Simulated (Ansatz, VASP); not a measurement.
## One calculation of Te, two programs

File INCAR:

```
ALGO = Normal ; EDIFF = 1E-6
EDIFFG = -0.01 ; ENCUT = 600
GGA = PE ; IBRION = 2
ISIF = 3 ; ISMEAR = -1
IVDW = 12 ; LASPH = True
LCHARG = False ; LREAL = False
LWAVE = False ; NELM = 80
NSW = 40 ; PREC = Accurate
SIGMA = 0.05
```

Contents of KPOINTS:

```
k-points
0
Gamma
  9 9 9
```

POSCAR

```
Te
1.0
    2.3059043427      1.3313144930      1.6909537039
   -2.3059043427      1.3313144930      1.6909537039
    0.0000000000     -2.6626289860      1.6909537039
Te
1
Direct
    0.5000000000      0.5000000000      0.5000000000
```

The input input.yaml:

```yaml
crystal:
  lattice:
    - [2.3059043427, 1.331314493, 1.6909537039]
    - [-2.3059043427, 1.331314493, 1.6909537039]
    - [0.0, -2.662628986, 1.6909537039]
  atoms:
    - { symbol: Te, position: [0.5, 0.5, 0.5] }
hamiltonian:
  xc: pbe
  pseudopotentials: { kind: paw }
  dispersion: d3bj
kpoints:
  mp_grid: { grid: [9, 9, 9] }
scf:
  occupations: { method: fermi_dirac, width: 0.05 }
output:
  forces: true
  stress: true
  eigenvalues: true
  write_density: true
  write_potential: true
  elf: true
  volumetric_format: npy
relax:
  f_tol: 0.01
  max_steps: 40
  cell: { stress_tol: 0.05 }
```

This isn't the form of Te at room conditions, which is trigonal, of chains.

Alike in both runs: task relaxation of cell and atoms; functional PBE; dispersion D3(BJ); k mesh 9 × 9 × 9; occupations fermi-dirac, width 0.05 eV; no spin polarisation.

```csv
,VASP,Ansatz
version,VASP 6.6.1,Ansatz 0.2.0
potentials or method,"VASP PAW PBE potentials, release 64 (Te)",Ansatz PAW
plane-wave cutoff (eV),600,420
valence electrons in the cell,6,16
```

|  | VASP | Ansatz | Ansatz less VASP |
| --- | --- | --- | --- |
| gap on the k mesh at the Fermi level, each at its own relaxed structure (eV) | none | none | - |
| relaxed volume (Å³/atom) | 31.37 | 31.37 | +0.004 |
| relaxed cell length with the largest relative difference (Å) | 3.156 | 3.157 | +0.0001 |

A gap of «none» marks a metal or a gap that the smearing closes. The two sets of potentials don't hold the same shells in valence.

Caveats: pairwise dispersion overbinds metals, which lowers pressure and volume; the plane-wave basis is chosen anew once the cell has moved, so the energies of steps on either side of that aren't comparable (Ansatz). Spin-orbit coupling is left out, which matters for the levels of Te.
